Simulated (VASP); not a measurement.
Nd under changes of volume

One of the cells (36.059 Å³/atom); the others are scaled copies at fixed shape and fractional positions:

```
Nd
1.0
     0.00000    2.62217    2.62217
     2.62217    0.00000    2.62217
     2.62217    2.62217    0.00000
Nd
1
Direct
  0.00000 0.00000 0.00000
```

This isn't the form of Nd at room conditions, which is double hcp.

| Property | Result |
| --- | --- |
| Program | VASP 6.6.1 |
| Functional | PBE |
| Potentials or basis | VASP PAW PBE potentials, release 64 (Nd) |
| Cutoff | 520 eV |
| k mesh | 9 × 9 × 9 |
| Occupations | fermi-dirac, width 0.05 eV |
| Spin | collinear spin, ferromagnetic start |
| Starting moments | [3.0] μB |

| volume (Å³/atom) | energy over the lowest point (meV/atom) | pressure (GPa) | moment (μB per cell) |
| --- | --- | --- | --- |
| 33.231 | ? | ? | ? |
| 33.938 | 2.37 | 0.5 | 4.10 |
| 34.645 | 0.00 | 0.2 | 4.15 |
| 36.059 | 0.54 | -0.6 | 4.20 |
| 36.766 | 3.52 | -0.9 | 4.22 |
| 37.473 | 8.05 | -1.2 | 4.24 |

Problem. What does the run at 33.231 Å³/atom give?

Solution. Energy over the lowest point 5.82 meV/atom; pressure 0.8 GPa; moment 4.04 μB per cell.

Worked out: A Birch-Murnaghan fit of order 3 (a polynomial in V^(-2/3)) to the other rows has its minimum at 35.23 Å³/atom with B0 = V·E''(V) = 20 GPa (rough, since the energies scatter). It gives 6.60 meV/atom at 33.231 Å³/atom, against the run's 5.82, and -dE/dV = 1.2 GPa, against 0.8. A parabola through the other rows of the moment, of slope 0.0684 μB per Å³/atom there, extrapolates to 4.06 μB, against the run's 4.04.

Energies are extrapolated to zero smearing.

Caveats: the magnetic or orbital state may not be the lowest.
